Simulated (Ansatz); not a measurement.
Runs of Ansatz 0.2.0 on TiCo. The structure is cubic, space group Pm-3m (No. 221). The conventional cell has a = 2.986 Å, b = 2.986 Å, c = 2.986 Å, α = 90.00°, β = 90.00°, γ = 90.00°. Around Co (site symmetry m-3m) lie 8 Ti at 2.59 Å. Ti (site symmetry m-3m) is surrounded by 8 Co at 2.59 Å. The cell comes from a database or a generator and needn't be the stable form of this composition.

| task | level | cell | cutoff (eV) | pressure (GPa) | moment (μB) | relaxed volume (Å³/atom) |
| --- | --- | --- | --- | --- | --- | --- |
| relaxation of cell and atoms | BLYP+D4 | relaxed | - | 0.0 | 0.77 | 13.12 |
| relaxation of cell and atoms | revPBE+D4 | relaxed | - | 0.0 | 0.83 | 13.06 |
| relaxation of cell and atoms | revPBE+D3(BJ) | relaxed | - | 0.0 | (c) | 12.52 |
| relaxation of cell and atoms | RPBE+D4 | relaxed | - | 0.0 | (a) | 13.09 |
| band structure | LDA | as given | 278 | -14.7 | (b) | - |

Alike in all rows: potentials or basis all-electron LAPW, scalar-relativistic; spin collinear, ferromagnetic start; k mesh 9 × 9 × 9; smearing fermi-dirac 0.05 eV; basis error allowed 0.001 eV/atom.

Q: Estimate the missing entries.

A: (a) 0.84; (b) 0.49; (c) 0.78.

The runs don't all hold the same shells in valence.

Runs at the PBE level aren't shown here.
